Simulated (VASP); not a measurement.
**VASP 6.6.1 run: RbBr**

INCAR

```
LCHARG = .FALSE.
PREC = Accurate
EDIFFG = -5E-3
ENCUT = 600
NBANDS = 15
LREAL = .FALSE.
LWAVE = .FALSE.
SIGMA = 0.02
ISMEAR = -1
ISIF = 3
LASPH = .TRUE.
NSW = 30
IBRION = 2
ALGO = None
NELM = 76
GGA = PS
EDIFF = 1E-7
```

KPOINTS

```
KPOINTS created by Atomic Simulation Environment
0
Gamma
6 6 6
0 0 0
```

POSCAR

```
Rb Br
 1.0000000000000000
     0.0000000000000000    3.8928605836447376    3.8928605836447376
     3.8928605836447376   -0.0000000000000000    3.8928605836447376
     3.8928605836447376    3.8928605836447376    0.0000000000000000
 Rb  Br
   1   1
Cartesian
  0.0000000000000000  0.0000000000000000 -0.0000000000000000
  1.9464302918223688  1.9464302918223688  1.9464302918223688
```

The recommended PBE PAW datasets give the neutral cell 16 valence electrons.

Command

```
mpirun -np 1 vasp_std
```

OSZICAR

```
N       E                     dE             d eps       ncg     rms          rms(c)
NONE   1     0.399650548955E+03    0.39965E+03    0.00000E+00     0   0.000E+00
NONE   2     0.399650548955E+03    0.00000E+00    0.00000E+00     0   0.000E+00
NONE   3     0.399650548955E+03    0.00000E+00    0.00000E+00     0   0.000E+00
NONE   4     0.399650548955E+03    0.00000E+00    0.00000E+00     0   0.000E+00
NONE   5     0.399650548955E+03    0.00000E+00    0.00000E+00     0   0.000E+00    0.979E+01
NONE   6     0.525855105316E+03    0.12620E+03    0.00000E+00     0   0.000E+00    0.596E+01
NONE   7     0.656659875031E+03    0.13080E+03    0.00000E+00     0   0.000E+00    0.874E+00
NONE   8     0.664386483377E+03    0.77266E+01    0.00000E+00     0   0.000E+00    0.591E-01
NONE   9     0.664394428620E+03    0.79452E-02    0.00000E+00     0   0.000E+00    0.427E-01
NONE  10     0.664271339431E+03   -0.12309E+00    0.00000E+00     0   0.000E+00    0.149E-02
...
NONE   2     0.642062218828E+03   -0.31644E-04    0.00000E+00     0   0.000E+00    0.574E-03
NONE   3     0.642062199327E+03   -0.19501E-04    0.00000E+00     0   0.000E+00    0.605E-05
NONE   4     0.642062264684E+03    0.65357E-04    0.00000E+00     0   0.000E+00    0.309E-05
NONE   5     0.642062366721E+03    0.10204E-03    0.00000E+00     0   0.000E+00    0.218E-05
NONE   6     0.642062392676E+03    0.25956E-04    0.00000E+00     0   0.000E+00    0.225E-06
NONE   7     0.642062391669E+03   -0.10074E-05    0.00000E+00     0   0.000E+00    0.121E-06
NONE   8     0.642062390150E+03   -0.15192E-05    0.00000E+00     0   0.000E+00    0.193E-07
NONE   9     0.642062389976E+03   -0.17325E-06    0.00000E+00     0   0.000E+00    0.461E-08
NONE  10     0.642062389965E+03   -0.11571E-07    0.00000E+00     0   0.000E+00
  24 F= 0.64206239E+03 E0= 0.64206400E+03  d E =-.123924E-01
```

Standard output (part)

```
POSCAR found type information on POSCAR RbBr
 POSCAR found :  2 types and       2 ions
 LDA part: xc-table for (Slater+PW92), standard interpolation
 POSCAR, INCAR and KPOINTS ok, starting setup
 WAVECAR not read
 entering main loop
|     Your highest band is occupied at some k-points! Unless you are          |
|     performing a calculation for an insulator or semiconductor, without     |
|     unoccupied bands, you have included TOO FEW BANDS!! Please increase     |
|     the parameter NBANDS in file INCAR to ensure that the highest band      |
|     is unoccupied at all k-points. It is always recommended to include      |
|     a few unoccupied bands to accelerate the convergence of                 |
|     molecular-dynamics runs (even for insulators or semiconductors),        |
|     since the presence of unoccupied bands improves wavefunction            |
|     prediction and helps to suppress 'band-crossings'.                      |
 curvature:   0.00 expect dE= 0.000E+00 dE for cont linesearch  0.000E+00
 search vector abs. value=  0.112E+05
 bond charge predicted
 wavefunctions rotated
|     Your highest band is occupied at some k-points! Unless you are          |
|     performing a calculation for an insulator or semiconductor, without     |
|     unoccupied bands, you have included TOO FEW BANDS!! Please increase     |
|     the parameter NBANDS in file INCAR to ensure that the highest band      |
...
```

It converged. Results: relaxed cell vector lengths 9.028, 9.028, 9.028 Å; relaxed cell volume 520.36 Å³.

| ionic step | ΔE (meV/atom) | volume (Å³) | largest force (eV/Å) | pressure (GPa) | electronic steps |
| --- | --- | --- | --- | --- | --- |
| 1 | 0.0 | 117.99 | 0.000 | 534.56 | 17 |
| 2 | 118012.5 | 136414.64 | 0.000 | -0.04 | 18 |
| 3 | 112953.7 | 107101.80 | 0.000 | -0.06 | 16 |
| 4 | 105661.0 | 81629.62 | 0.000 | -0.09 | 14 |
| 5 | 55701.5 | 14070.83 | 0.000 | -0.70 | 17 |
| 6 | 16266.2 | 3063.38 | 0.000 | -1.92 | 17 |
| 7 | 2624.9 | 916.64 | 0.000 | -1.50 | 15 |
| 18 | -11102.6 | 521.66 | 0.000 | -0.04 | 10 |
| 19 | -11104.4 | 521.63 | 0.000 | -0.04 | 10 |
| 20 | -11104.5 | 521.56 | 0.000 | -0.04 | 9 |
| 21 | -11104.5 | 521.41 | 0.000 | -0.03 | 10 |
| 22 | -11104.5 | 521.13 | 0.000 | -0.02 | 10 |
| 23 | -11104.4 | 520.56 | 0.000 | -0.01 | 10 |
| 24 | -11104.6 | 520.36 | 0.000 | 0.00 | 10 |

Q: What is wrong with this input?

A: No self-consistency without orbitals. On sound settings the PBEsol relaxation ends at 111.86 Å³.
